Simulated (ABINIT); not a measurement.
# Al2Pt (Fm-3m) in ABINIT: phonons with PBE

Aim: the phonons of Al2Pt with PBE.

Everything below comes from runs of ABINIT 10.8.3 (patched build). Logs are shortened: lines on timing, memory, paths and dates and some standing lists are left out, and cuts for length are marked. The log counts tension as positive stress, the text compression.

### Step 1. The undisturbed crystal

The structure is cubic, space group Fm-3m (No. 225). The conventional cell has a = 5.910 Å, b = 5.910 Å, c = 5.910 Å, α = 90.00°, β = 90.00°, γ = 90.00°. Pt (site symmetry m-3m) has 8 Al at 2.56 Å as nearest neighbours. Al (site symmetry -43m) has 4 Pt at 2.56 Å as nearest neighbours.

### Step 2. Phonons, PBE (cell relaxed at zero pressure by an earlier run)

Input file run.abi:

```
# Datasets
ndtset 2

# Pseudopotentials
pp_dirpath "./"
pseudos "Pt.GGA_PBE-JTH.xml, Al.GGA_PBE-JTH.xml"

# Structure
acell 3*1.0
rprim
     0.0000000000     5.6167821833     5.6167821833
     5.6167821833     0.0000000000     5.6167821833
     5.6167821833     5.6167821833     0.0000000000
ntypat 2
znucl 78 13
natom 3
typat 1 2 2
chkprim 0
chksymtnons 0
tolsym 1.0e-6
xred
            0.0            0.0            0.0
            3/4            3/4            3/4
            1/4            1/4            1/4

# Plane-wave basis
ecut 16.0
pawecutdg 32.0
pawxcdev 0
ecutsm 0.5

# k points
ngkpt 10 10 10
nshiftk 1
shiftk 0.0 0.0 0.0

# Exchange and correlation
ixc 11

# Bands and occupations
nband 16
occopt 6
tsmear 0.1 eV

# SCF cycle
nstep 80

# Output
prteig 0
prtebands 0
prtwf 0
prtden 0
prtpot 0

# Dataset 1: ground state
kptopt1 1
tolvrs1 1.0e-11
prtwf1 1
tolwfr1 1.0e-14
nbdbuf1 4
nline1 6

# Dataset 2: response at q = 0 to atomic displacements
rfphon2 1
rfatpol2 1 3
rfdir2 1 1 1
getwfk2 1
kptopt2 2
nqpt2 1
qpt2 0.0 0.0 0.0
tolvrs2 1.0e-8
```

Input file mrgddb.in:

```
merged_DDB
Al2Pt
2
runo_DS1_DDB
runo_DS2_DDB
```

Input file anaddb.abi:

```
ddb_filepath "merged_DDB"
output_file "anaddb.abo"
outdata_prefix "ana"
asr 1
chneut 0
dipdip 0
dieflag 0
enunit 0
eivec 1
nph1l 1
qph1l 0.0 0.0 0.0 1.0
```

Potentials or basis: JTH PAW PBE v2.0.

The run is started by

```console
> abinit run.abi > log 2>&1
> mrgddb < mrgddb.in > mrgddb.log 2>&1
> anaddb anaddb.abi > anaddb.log 2>&1
```

run.abo:

```text
.Version 10.8.3 of ABINIT
 DATASET    1 : space group Fm -3 m (#225); Bravais cF (face-center cubic)
================================================================================
 Values of the parameters that define the memory need for DATASET  1.
     intxc =       0    ionmov =       0      iscf =      17    lmnmax =      18
     lnmax =       6     mgfft =      30  mpssoang =       3    mqgrid =    3001
     natom =       3  nloc_mem =       2    nspden =       1   nspinor =       1
    nsppol =       1      nsym =      48    n1xccc =       1    ntypat =       2
    occopt =       6   xclevel =       2
       mpw =        1103          nfft =       27000          nkpt =          47
 PAW method is used; the additional fine FFT grid is defined by:
   mgfftf=        45    nfftf =     91125
================================================================================
================================================================================

 DATASET    2 : space group Fm -3 m (#225); Bravais cF (face-center cubic)
================================================================================
 Values of the parameters that define the memory need for DATASET  2 (RF).
     intxc =       0      iscf =       7    lmnmax =      18     lnmax =       6
     mgfft =      30  mpssoang =       3    mqgrid =    3001     natom =       3
  nloc_mem =       2    nspden =       1   nspinor =       1    nsppol =       1
      nsym =      48    n1xccc =       1    ntypat =       2    occopt =       6
   xclevel =       2
      nfft =       27000          nkpt =         504
================================================================================
================================================================================

--------------------------------------------------------------------------------
------------- Echo of variables that govern the present computation ------------
--------------------------------------------------------------------------------
 -outvars: echo values of preprocessed input variables --------
            acell      1.0000000000E+00  1.0000000000E+00  1.0000000000E+00 Bohr
              amu      1.95080000E+02  2.69815390E+01
          chkprim           0
      chksymtnons           0
             ecut      1.60000000E+01 Hartree
           ecutsm      5.00000000E-01 Hartree
           getwfk1          0
           getwfk2          1
             iscf1         17
             iscf2          7
                       outvar_i_n : Printing only first  50 k-points.
              ixc          11
           jdtset        1    2
                       outvar_i_n : Printing only first  50 k-points.
           kptopt1          1
           kptopt2          2
         kptrlatt       10    0    0      0   10    0      0    0   10
          kptrlen      7.94332954E+01
            natom           3
            nband1         16
            nband2         16
           nbdbuf1          4
           nbdbuf2          2
           ndtset           2
            ngfft          30      30      30
          ngfftdg          45      45      45
             nkpt1         47
             nkpt2        504
            nline1          6
            nline2          4
             nqpt1          0
             nqpt2          1
            nstep          80
             nsym          48
           ntypat           2
                       prtocc : prtvol=0, do not print more k-points.
           occopt           6
        optdriver1          0
        optdriver2          1
        pawecutdg      3.20000000E+01 Hartree
         pawxcdev           0
           prtden           0
        prtebands           0
           prteig           0
            prtwf1          1
            prtwf2          0
           rfphon1          0
           rfphon2          1
            rprim      0.0000000000E+00  5.6167821833E+00  5.6167821833E+00
                       5.6167821833E+00  0.0000000000E+00  5.6167821833E+00
                       5.6167821833E+00  5.6167821833E+00  0.0000000000E+00
          spgroup         225
[... 325 lines left out ...]
 is reduced to   171 .

--------------------------------------------------------------------------------

--------------------------------------------------------------------------------

 dfpt_looppert : total number of electrons, from k and k+q
  fully or partially occupied states are    1.600000E+01 and    1.600000E+01.
 Initialisation of the first-order wave-functions :
  ireadwf=   0

--- !BeginCycle
iteration_state: {dtset: 2, }
solver: {iscf: 7, nstep: 80, nline: 4, wfoptalg: 10, }
tolerances: {tolvrs: 1.00E-08, }
...

     iter   2DEtotal(Ha)        deltaE(Ha) residm    vres2
-ETOT  1   539.35001060387     -4.194E+02 2.546E+00 2.676E+06
 ETOT  2   41.962672650128     -4.974E+02 8.658E-01 1.731E+05
 ETOT  3   5.9701895618933     -3.599E+01 3.462E-01 6.791E+02
 ETOT  4   5.7480911701972     -2.221E-01 1.657E-02 1.586E+02
 ETOT  5   5.7105893654249     -3.750E-02 4.400E-03 3.306E+00
 ETOT  6   5.7096085415197     -9.808E-04 6.540E-04 8.485E-01
 ETOT  7   5.7094098459811     -1.987E-04 3.508E-04 2.782E-02
 ETOT  8   5.7094067963755     -3.050E-06 4.150E-05 3.852E-02
 ETOT  9   5.7093984753858     -8.321E-06 3.998E-05 2.078E-04
 ETOT 10   5.7093983979920     -7.739E-08 3.927E-06 2.243E-05
 ETOT 11   5.7093983947212     -3.271E-09 4.101E-06 1.096E-06
 ETOT 12   5.7093983944546     -2.666E-10 4.034E-07 2.244E-07
 ETOT 13   5.7093983943427     -1.119E-10 4.355E-07 1.268E-08
 ETOT 14   5.7093983942845     -5.821E-11 4.210E-08 2.713E-09

 At SCF step   14       vres2   =  2.71E-09 < tolvrs=  1.00E-08 =>converged.
================================================================================

 ----iterations are completed or convergence reached----

 Mean square residual over all n,k,spin=   29.824E-12; max=  42.100E-09

 2DEtotal=    0.5709398394E+01 Ha. Also 2DEtotal=    0.155360644939E+03 eV
    (2DErelax=   -9.5307555122E+02 Ha. 2DEnonrelax=    9.5878494961E+02 Ha)
    (  non-var. 2DEtotal :    5.7087317894E+00 Ha)

--------------------------------------------------------------------------------
 Perturbation wavevector (in red.coord.)   0.000000  0.000000  0.000000
 Perturbation : displacement of atom   2   along direction   1
 Found     2 symmetries that leave the perturbation invariant.
 symkpt : the number of k-points, thanks to the symmetries,
 is reduced to   282 .

--------------------------------------------------------------------------------

--------------------------------------------------------------------------------

 dfpt_looppert : total number of electrons, from k and k+q
  fully or partially occupied states are    1.600000E+01 and    1.600000E+01.
 Initialisation of the first-order wave-functions :
  ireadwf=   0

--- !BeginCycle
iteration_state: {dtset: 2, }
solver: {iscf: 7, nstep: 80, nline: 4, wfoptalg: 10, }
tolerances: {tolvrs: 1.00E-08, }
...

     iter   2DEtotal(Ha)        deltaE(Ha) residm    vres2
-ETOT  1   9.5143714700380     -1.542E+01 5.171E-01 2.854E+04
 ETOT  2   4.7317529505536     -4.783E+00 3.100E-02 3.091E+03
 ETOT  3   4.1728053934386     -5.589E-01 2.095E-02 1.920E+01
 ETOT  4   4.1689849539971     -3.820E-03 2.294E-03 5.352E-01
 ETOT  5   4.1688578152074     -1.271E-04 1.201E-03 3.023E-02
 ETOT  6   4.1688506720276     -7.143E-06 2.072E-04 2.448E-03
 ETOT  7   4.1688501195074     -5.525E-07 1.497E-04 3.885E-04
 ETOT  8   4.1688499695747     -1.499E-07 2.697E-05 4.782E-05
 ETOT  9   4.1688499590357     -1.054E-08 2.035E-05 3.128E-06
 ETOT 10   4.1688499586002     -4.355E-10 3.766E-06 3.958E-06
 ETOT 11   4.1688499571044     -1.496E-09 2.882E-06 2.230E-08
 ETOT 12   4.1688499570830     -2.143E-11 5.418E-07 2.774E-09

 At SCF step   12       vres2   =  2.77E-09 < tolvrs=  1.00E-08 =>converged.
================================================================================

 ----iterations are completed or convergence reached----

 Mean square residual over all n,k,spin=   17.263E-11; max=  54.176E-08

 2DEtotal=    0.4168849957E+01 Ha. Also 2DEtotal=    0.113440186384E+03 eV
    (2DErelax=   -2.0769356182E+01 Ha. 2DEnonrelax=    2.4938206139E+01 Ha)
    (  non-var. 2DEtotal :    4.1688454974E+00 Ha)

================================================================================

 ---- first-order wavefunction calculations are completed ----

 ==> Compute Derivative Database <==

  Dynamical matrix, in cartesian coordinates,
   if specified in the inputs, asr has been imposed
     j1       j2             matrix element
  dir pert dir pert     real part    imaginary part

   1    1   1    1         0.0854529241        -0.0000000000
   1    1   1    2        -0.0427264620         0.0000000000
   1    1   1    3        -0.0427264620        -0.0000000000

   2    1   2    1         0.0854529241        -0.0000000000
   2    1   2    2        -0.0427264620        -0.0000000000
   2    1   2    3        -0.0427264620         0.0000000000
[... 25 lines left out ...]
   3    3   3    1        -0.0427267024         0.0000000000
   3    3   3    2        -0.0232822754         0.0000000000
   3    3   3    3         0.0660089778        -0.0000000000

  Phonon wavevector (reduced coordinates) :  0.00000  0.00000  0.00000
 Phonon energies in Hartree :
   0.000000E+00  0.000000E+00  0.000000E+00  1.053093E-03  1.053093E-03
   1.053093E-03  1.347383E-03  1.347383E-03  1.347383E-03
 Phonon frequencies in cm-1    :
   0.000000E+00  0.000000E+00  0.000000E+00  2.311273E+02  2.311273E+02
   2.311273E+02  2.957164E+02  2.957164E+02  2.957164E+02

== END DATASET(S) ==============================================================
================================================================================

 -outvars: echo values of variables after computation  --------
            acell      1.0000000000E+00  1.0000000000E+00  1.0000000000E+00 Bohr
           etotal1    -3.1330148509E+01
           etotal2     4.1688499571E+00
            fcart1    -7.8026180143E-32  1.5605236029E-32  6.2420944114E-32
                       2.7309163050E-31 -1.4824974227E-31 -7.8026180143E-33
                      -1.9506545036E-31  1.3264450624E-31 -5.4618326100E-32
            fcart2     0.0000000000E+00  0.0000000000E+00  0.0000000000E+00
                       0.0000000000E+00  0.0000000000E+00  0.0000000000E+00
                       0.0000000000E+00  0.0000000000E+00  0.0000000000E+00
            rprim      0.0000000000E+00  5.6167821833E+00  5.6167821833E+00
                       5.6167821833E+00  0.0000000000E+00  5.6167821833E+00
                       5.6167821833E+00  5.6167821833E+00  0.0000000000E+00
           strten1    -2.6987580535E-06 -2.6987580535E-06 -2.6987580535E-06
                       0.0000000000E+00  0.0000000000E+00  0.0000000000E+00
           strten2     0.0000000000E+00  0.0000000000E+00  0.0000000000E+00
                       0.0000000000E+00  0.0000000000E+00  0.0000000000E+00
           xangst      0.0000000000E+00  0.0000000000E+00  0.0000000000E+00
                       4.4584096920E+00  4.4584096920E+00  4.4584096920E+00
                       1.4861365640E+00  1.4861365640E+00  1.4861365640E+00
             xred      0.0000000000E+00  0.0000000000E+00  0.0000000000E+00
                       7.5000000000E-01  7.5000000000E-01  7.5000000000E-01
                       2.5000000000E-01  2.5000000000E-01  2.5000000000E-01
 Calculation completed.
```

It took 6.5 min on 1 thread of Intel Xeon Platinum 8488C (Sapphire Rapids), shared host; peak memory 0.86 GiB.

Results:

```yaml
Free_energy: -852.5368 eV
Pressure: 0.1 GPa
Band_gap_on_the_k_mesh: none (metal or under the smearing width)
Highest_phonon_frequency_at_Γ: 296 cm⁻¹
```

Phonon frequencies in cm⁻¹ (negative: imaginary):
| q point | frequencies |
| --- | --- |
| (0.000, 0.000, 0.000) | 0 0 0 231 231 231 296 296 296 |

Spin-orbit coupling is left out, which matters for the levels of Pt.
